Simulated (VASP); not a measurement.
# ScAl7N8 (P3m1) in VASP: relaxation of cell and atoms with PBEsol

Aim: the relaxation of cell and atoms of ScAl7N8 with PBEsol.

All numbers are computed with VASP 6.6.1; they aren't measurements. Logs are shortened: lines on timing, memory, paths and dates and some standing lists are left out, and cuts for length are marked.

## 1. Starting point

Symmetry: P3m1, No. 156, trigonal system. Conventional cell: a = 6.336 Å, b = 6.336 Å, c = 5.008 Å, α = 90.00°, β = 90.00°, γ = 120.00°. Around Sc (site symmetry 3m) lie 4 N at 2.03 to 2.12 Å. Al (site symmetry m) is surrounded by 4 N at 1.87 to 1.93 Å. Around Al (site symmetry m) lie 4 N at 1.89 to 1.91 Å. Around Al (site symmetry 3m) lie 4 N at 1.91 to 1.92 Å. N (site symmetry 3m) is surrounded by 3 Al at 1.91 Å and 1 Sc at 2.12 Å. N (site symmetry m) has 4 Al at 1.91 Å as nearest neighbours. N (site symmetry m) has 3 Al at 1.87 to 1.89 Å and 1 Sc at 2.03 Å as nearest neighbours. N (site symmetry 3m) is surrounded by 4 Al at 1.92 to 1.93 Å.

The cell was built by a generator and needn't be a form met in nature.

## 2. Relaxation of cell and atoms, PBEsol

File INCAR:

```
  PREC = Accurate
  ENCUT = 600
  EDIFF = 1E-7
  ISMEAR = 0
  SIGMA = 0.03
  LREAL = False
  LASPH = True
  NELM = 80
  ALGO = Normal
  ISIF = 3
  LWAVE = False
  LCHARG = False
  GGA = PS
  IBRION = 2
  NSW = 90
  EDIFFG = -0.005
  KPAR = 4
```

File KPOINTS:

```
regular mesh
0
Gamma
  6 6 5
```

File POSCAR:

```
ScAl7N8                                 
1.0
   -0.0000000000      0.0000000000     -5.0076820214
    3.1677646925      5.4867293846      0.0000000000
    3.1677646925     -5.4867293846     -0.0000000000
  Sc              Al              N             
     1     7     8
Direct
     0.0096978109603260    0.1666666699999979    0.3333333300000021
     0.0024393322243717    0.1677137781364596    0.8338568840682307
     0.0024393322243717    0.6661431159317693    0.3322862218635403
     0.0024393322243717    0.6661431159317648    0.8338568840682352
     0.5002446051058393    0.3365028880692034    0.6730057861384052
     0.5002446051058393    0.3365028880692083    0.1634971119307918
     0.5031566368261363    0.8333333300000021    0.6666666699999979
     0.5002446051058393    0.8269942138615948    0.1634971119307967
     0.5860254470314439    0.1666666699999979    0.3333333300000021
     0.6209270134996239    0.1652239652837189    0.8326119776418638
     0.6209270134996239    0.6673880223581362    0.3347760347162811
     0.6209270134996239    0.6673880223581384    0.8326119776418616
     0.1236905227192831    0.3439937369649818    0.6879874839300204
     0.1236905227192831    0.3439937369650449    0.1560062630349552
     0.1192156845347198    0.8333333300000021    0.6666666699999979
     0.1236905227192831    0.8120125160699796    0.1560062630350183
```

Potentials or basis: VASP PAW PBE potentials, release 64 (Sc_sv, Al, N).

Command:

```console
cat potpaw_PBE.64/Sc_sv/POTCAR potpaw_PBE.64/Al/POTCAR potpaw_PBE.64/N/POTCAR > POTCAR
mpirun -np 4 vasp_std > vasp.out
```

OUTCAR:

```text
PREC = Accurate
   ENCUT = 600
   EDIFF = 1E-7
   ISMEAR = 0
   LREAL = False
   LASPH = True
   NELM = 80
   ISIF = 3
   GGA = PS
   IBRION = 2
   NSW = 90
   EDIFFG = -0.005

 ion  position               nearest neighbor table
   1  0.010  0.167  0.333-  14 2.03  13 2.03  16 2.03   9 2.12   6 3.08   5 3.08   8 3.08   6 3.16
                             5 3.16   8 3.16   2 3.17   3 3.17   3 3.17   2 3.17   4 3.17   4 3.17
   2  0.002  0.168  0.834-  13 1.87  14 1.87  10 1.91  15 1.93   5 3.08   6 3.08   5 3.10   6 3.10
                             7 3.10   7 3.11   4 3.16   3 3.16   1 3.17   1 3.17   4 3.18   3 3.18
   3  0.002  0.666  0.332-  16 1.87  14 1.87  11 1.91  15 1.93   8 3.08   6 3.08   8 3.10   6 3.10
                             7 3.10   7 3.11   4 3.16   2 3.16   1 3.17   1 3.17   4 3.18   2 3.18
   4  0.002  0.666  0.834-  13 1.87  16 1.87  12 1.91  15 1.93   5 3.08   8 3.08   5 3.10   8 3.10
                             7 3.10   7 3.11   3 3.16   2 3.16   1 3.17   1 3.17   2 3.18   3 3.18
   5  0.500  0.337  0.673-  13 1.89   9 1.91  10 1.91  12 1.91   2 3.08   4 3.08   1 3.08   2 3.10
                             4 3.10   6 3.11   8 3.11   1 3.16   7 3.17   7 3.17   6 3.23   8 3.23
   6  0.500  0.337  0.163-  14 1.89   9 1.91  11 1.91  10 1.91   2 3.08   3 3.08   1 3.08   3 3.10
                             2 3.10   5 3.11   8 3.11   1 3.16   7 3.17   7 3.17   5 3.23   8 3.23
   7  0.503  0.833  0.667-  12 1.91  11 1.91  10 1.91  15 1.92   4 3.10   3 3.10   2 3.10   4 3.11
                             3 3.11   2 3.11   8 3.17   5 3.17   8 3.17   5 3.17   6 3.17   6 3.17
   8  0.500  0.827  0.163-  16 1.89   9 1.91  11 1.91  12 1.91   3 3.08   4 3.08   1 3.08   3 3.10
                             4 3.10   6 3.11   5 3.11   1 3.16   7 3.17   7 3.17   6 3.23   5 3.23
   9  0.586  0.167  0.333-   6 1.91   5 1.91   8 1.91   1 2.12
  10  0.621  0.165  0.833-   2 1.91   5 1.91   6 1.91   7 1.91
  11  0.621  0.667  0.335-   3 1.91   8 1.91   6 1.91   7 1.91
  12  0.621  0.667  0.833-   4 1.91   5 1.91   8 1.91   7 1.91
  13  0.124  0.344  0.688-   2 1.87   4 1.87   5 1.89   1 2.03
  14  0.124  0.344  0.156-   2 1.87   3 1.87   6 1.89   1 2.03
  15  0.119  0.833  0.667-   7 1.92   4 1.93   2 1.93   3 1.93
  16  0.124  0.812  0.156-   3 1.87   4 1.87   8 1.89   1 2.03

  LATTYP: Found a hexagonal cell.
 ALAT       =     6.3355293770
 C/A-ratio  =     0.7904125644

  Lattice vectors:

 A1 = (   3.1677646925,   5.4867293846,   0.0000000000)
 A2 = (   3.1677646925,  -5.4867293846,   0.0000000000)
 A3 = (   0.0000000000,   0.0000000000,  -5.0076820214)

Analysis of symmetry for initial positions (statically):
=====================================================================
 Subroutine PRICEL returns:
 Original cell was already a primitive cell.

 Routine SETGRP: Setting up the symmetry group for a
 hexagonal supercell.

 Subroutine GETGRP returns: Found  6 space group operations
 (whereof  2 operations were pure point group operations)
 out of a pool of 24 trial point group operations.

The static configuration has the point symmetry C_1h.
 The point group associated with its full space group is C_3v.

Analysis of symmetry for dynamics (positions and initial velocities):
=====================================================================
 Subroutine PRICEL returns:
 Original cell was already a primitive cell.

 Routine SETGRP: Setting up the symmetry group for a
 hexagonal supercell.

 Subroutine GETGRP returns: Found  6 space group operations
 (whereof  2 operations were pure point group operations)
 out of a pool of 24 trial point group operations.

The dynamic configuration has the point symmetry C_1h.
 The point group associated with its full space group is C_3v.

 Subroutine INISYM returns: Found  6 space group operations
 (whereof  2 operations are pure point group operations),
 and found     1 'primitive' translations

----------------------------------------------------------------------------------------

                                     Primitive cell

  volume of cell :     174.0737

  direct lattice vectors                    reciprocal lattice vectors
     0.000000000  0.000000000 -5.007682021     0.000000000  0.000000000 -0.199693191
[... 160 lines left out ...]
   LORBIT       =      0    0 simple, 1 ext, 2 COOP (PROOUT), +10 PAW based schemes
   GGA     = PS    functional components
   LHFCALC =     F    Hartree Fock is set to
   AEXX    =    0.0000 exact exchange contribution
   IVDW    =     0    specifies the selected vdW correction
   LEPSILON=     F    determine dielectric tensor
   LRPA    =     F    only Hartree local field effects (RPA)
 conjugate gradient relaxation of ions
 non-spin polarized calculation
 Gauss-broadening in eV      SIGMA  =   0.03
  energy-cutoff  :      600.00
  volume of cell :      174.07
 maximum number of plane-waves:      5852
   NGX = 21   NGY = 25   NGZ = 25

--------------------------------------- Ionic step        1  -------------------------------------------

 number of electron      72.0000001 magnetization

 Free energy of the ion-electron system (eV)
  ---------------------------------------------------
  ext. energy  EPLUGINS =         0.00000000
  ---------------------------------------------------
  free energy    TOTEN  =      -127.71477979 eV

  energy without entropy =     -127.71477979  energy(sigma->0) =     -127.71477979

------------------------ aborting loop because EDIFF is reached ----------------------------------------

  FORCE on cell =-STRESS in cart. coord.  units (eV):
  Direction    XX          YY          ZZ          XY          YZ          ZX
  --------------------------------------------------------------------------------------
  -------------------------------------------------------------------------------------
  Total        0.0107142      0.0107142     -0.0203224      0.0000000     -0.0000000      0.0000000
  in kB        0.0986133      0.0986133     -0.1870477      0.0000000     -0.0000000      0.0000000
  external PRESSURE =       0.0033930 kB  Pullay stress =       0.0000000 kB

 VOLUME and BASIS-vectors are now :
 -----------------------------------------------------------------------------
  energy-cutoff  :      600.00
  volume of cell :      174.07
      direct lattice vectors                 reciprocal lattice vectors
     0.000000000  0.000000000 -5.007682021     0.000000000  0.000000000 -0.199693191
     3.167764693  5.486729385  0.000000000     0.157840007  0.091128970  0.000000000
     3.167764693 -5.486729385  0.000000000     0.157840007 -0.091128970  0.000000000

 POSITION                                       TOTAL-FORCE (eV/Angst)
 -----------------------------------------------------------------------------------
      1.58388     -0.91445     -0.04856         0.000000      0.000000     -0.003985
      3.17274     -3.65495     -0.01222        -0.000955     -0.000551      0.002399
      3.16279      1.83178     -0.01222         0.000955     -0.000551      0.002399
      4.75165     -0.92020     -0.01222         0.000000      0.001102      0.002399
      3.19789     -1.84630     -2.50507        -0.000531      0.000307      0.003221
      1.58388      0.94924     -2.50507         0.000000     -0.000614      0.003221
[... 8 lines left out ...]
      4.75165      0.91445     -0.59699         0.000000      0.000000     -0.000520
      3.06646      3.59933     -0.61940         0.000362      0.000209     -0.001402
 -----------------------------------------------------------------------------------
    total drift:                                0.000018      0.000081     -0.000018

  FREE ENERGIE OF THE ION-ELECTRON SYSTEM (eV)
  ---------------------------------------------------
  free  energy   TOTEN  =      -127.7147797914 eV

  energy  without entropy=     -127.7147797914  energy(sigma->0) =     -127.71477979

--------------------------------------- Ionic step        2  -------------------------------------------

 number of electron      72.0000001 magnetization

 Free energy of the ion-electron system (eV)
  ---------------------------------------------------
  ext. energy  EPLUGINS =         0.00000000
  ---------------------------------------------------
  free energy    TOTEN  =      -127.71478212 eV

  energy without entropy =     -127.71478212  energy(sigma->0) =     -127.71478212

 E-fermi :   5.6361     XC(G=0): -11.0694

 val. band max:        5.4790018535   @ k =   0.0000   0.0000   0.0000
 cond. band min:       9.4253579325   @ k =   0.0000   0.0000   0.0000
 fundamental gap:      3.9463560791
 Fermi energy:         5.6361142320

 k-point     1 :       0.0000    0.0000    0.0000
  band No.  band energies     occupation
      1     -40.9660      2.00000
      2     -19.8947      2.00000
      3     -19.8947      2.00000
      4     -19.8535      2.00000
      5      -9.2623      2.00000
      6      -7.4622      2.00000
[... 1141 lines left out ...]
     44      11.3074      0.00000
     45      11.8443      0.00000

 [... further k-points ...]
[... 5 lines left out ...]
  --------------------------------------------------------------------------------------
  -------------------------------------------------------------------------------------
  Total       -0.0098053     -0.0098053      0.0181121      0.0000000     -0.0000000      0.0000000
  in kB       -0.0902478     -0.0902478      0.1667032      0.0000000     -0.0000000      0.0000000
  external PRESSURE =      -0.0045975 kB  Pullay stress =       0.0000000 kB

 VOLUME and BASIS-vectors are now :
 -----------------------------------------------------------------------------
  energy-cutoff  :      600.00
  volume of cell :      174.07
      direct lattice vectors                 reciprocal lattice vectors
     0.000000000  0.000000000 -5.007375174     0.000000000 -0.000000000 -0.199705428
     3.167867027  5.486906633 -0.000000000     0.157834908  0.091126027  0.000000000
     3.167867027 -5.486906633  0.000000000     0.157834908 -0.091126027 -0.000000000

 POSITION                                       TOTAL-FORCE (eV/Angst)
 -----------------------------------------------------------------------------------
      1.58393     -0.91448     -0.04875        -0.000000      0.000000     -0.002863
      3.17280     -3.65509     -0.01210         0.000784      0.000452     -0.000660
      3.16294      1.83182     -0.01210        -0.000784      0.000452     -0.000660
      4.75180     -0.92018     -0.01210        -0.000000     -0.000905     -0.000660
      3.19796     -1.84635     -2.50476        -0.000096      0.000056     -0.002016
      1.58393      0.94924     -2.50476        -0.000000     -0.000111     -0.002016
[... 8 lines left out ...]
      4.75180      0.91448     -0.59698        -0.000000      0.000000      0.001292
      3.06657      3.59946     -0.61943        -0.000865     -0.000499      0.002178
 -----------------------------------------------------------------------------------
    total drift:                                0.000018      0.000081      0.000586

  FREE ENERGIE OF THE ION-ELECTRON SYSTEM (eV)
  ---------------------------------------------------
  free  energy   TOTEN  =      -127.7147821239 eV

  energy  without entropy=     -127.7147821239  energy(sigma->0) =     -127.71478212

 reached required accuracy - stopping structural energy minimisation
```

It took 3.5 min on 4 MPI ranks of Intel Xeon 6975P-C (Granite Rapids), shared host; peak memory 0.85 GiB.

What came out:

```
Free energy               : -127.7148 eV
Energy gained by relaxing : 0.0 meV/atom
Ionic steps               : 2
Pressure after relaxing   : 0.0 GPa
Band gap on the k mesh    : 3.95 eV, direct
```

Forces on the atoms (eV/Å):
```
Sc   0.000  0.000 -0.003
Al   0.001  0.000 -0.001
Al  -0.001  0.000 -0.001
Al   0.000 -0.001 -0.001
Al   0.000  0.000 -0.002
Al   0.000  0.000 -0.002
Al   0.000  0.000 -0.001
Al   0.000  0.000 -0.002
N    0.000  0.000 -0.002
N    0.000  0.000  0.002
N    0.000  0.000  0.002
N    0.000  0.000  0.002
N    0.001  0.000  0.002
N    0.000  0.001  0.002
N    0.000  0.000  0.001
N   -0.001  0.000  0.002
```

Final structure:
```xyz
16
Lattice="0.0000 0.0000 -5.0074 3.1679 5.4869 0.0000 3.1679 -5.4869 0.0000" Properties=species:S:1:pos:R:3 pbc="T T T"
Sc    1.5839   -0.9145   -0.0488
Al    3.1728   -3.6551   -0.0121
Al    3.1629    1.8318   -0.0121
Al    4.7518   -0.9202   -0.0121
Al    3.1980   -1.8463   -2.5048
Al    1.5839    0.9492   -2.5048
Al    4.7518    0.9145   -2.5194
Al    3.1378    3.6406   -2.5048
N     1.5839   -0.9145   -2.9347
N     3.1611   -3.6619   -3.1093
N     3.1747    1.8250   -3.1093
N     4.7518   -0.9066   -3.1093
N     3.2692   -1.8875   -0.6194
N     1.5839    1.0315   -0.6194
N     4.7518    0.9145   -0.5970
N     3.0666    3.5995   -0.6194
```

Caveat: the PAW data sets were made with another functional, which shifts forces and pressure a little; an odd mesh through Γ misses points on the zone boundary, where band edges often lie.
